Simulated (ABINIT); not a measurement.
Si2W:

```
CELL_PARAMETERS angstrom
-1.60690 1.60690 3.91495
1.60690 -1.60690 3.91495
1.60690 1.60690 -3.91495
ATOMIC_POSITIONS crystal
W 0.00000 0.00000 0.00000
Si 0.66530 0.66530 0.00000
Si 0.33470 0.33470 0.00000
```

- Program: ABINIT 10.8.3 (patched build)
- Task: relaxation of cell and atoms
- Functional: LDA
- Potentials or basis: JTH PAW LDA v2.0
- Cutoff: 435 eV
- k mesh: 12 × 12 × 12
- Occupations: fermi-dirac, width 0.05 eV
- Spin: no spin polarisation

At the start: pressure -5.6 GPa; volume 13.48 Å³/atom.

**Question.** Where does the relaxation end?

**Answer.** Over 5 steps the energy falls by 5.9 meV/atom and the volume is 13.15 Å³/atom (-2.4 %); space group I4/mmm (No. 139, to 0.05 Å).

The path:
```
step  energy change (eV)  largest force (eV/Å)  pressure (GPa)  volume (Å³)
   1              0.0000                0.0495           -5.64        40.44
   2             -0.0161                0.0069           -1.73        39.74
   3             -0.0177                0.0252            0.05        39.44
   4             -0.0178                0.0194            0.02        39.45
   5             -0.0178                0.0079            0.00        39.45
```

Final structure:
```cif
data_structure
_symmetry_space_group_name_H-M 'P 1'
_symmetry_Int_Tables_number 1
_cell_length_a 4.4928
_cell_length_b 4.4928
_cell_length_c 4.4928
_cell_angle_alpha 138.473
_cell_angle_beta 138.473
_cell_angle_gamma 60.179
_cell_volume 39.45
loop_
_atom_site_label
_atom_site_type_symbol
_atom_site_fract_x
_atom_site_fract_y
_atom_site_fract_z
_atom_site_occupancy
W1 W 0.00000 0.00000 0.00000 1
Si1 Si 0.66535 0.66535 0.00000 1
Si2 Si 0.33465 0.33465 0.00000 1
```
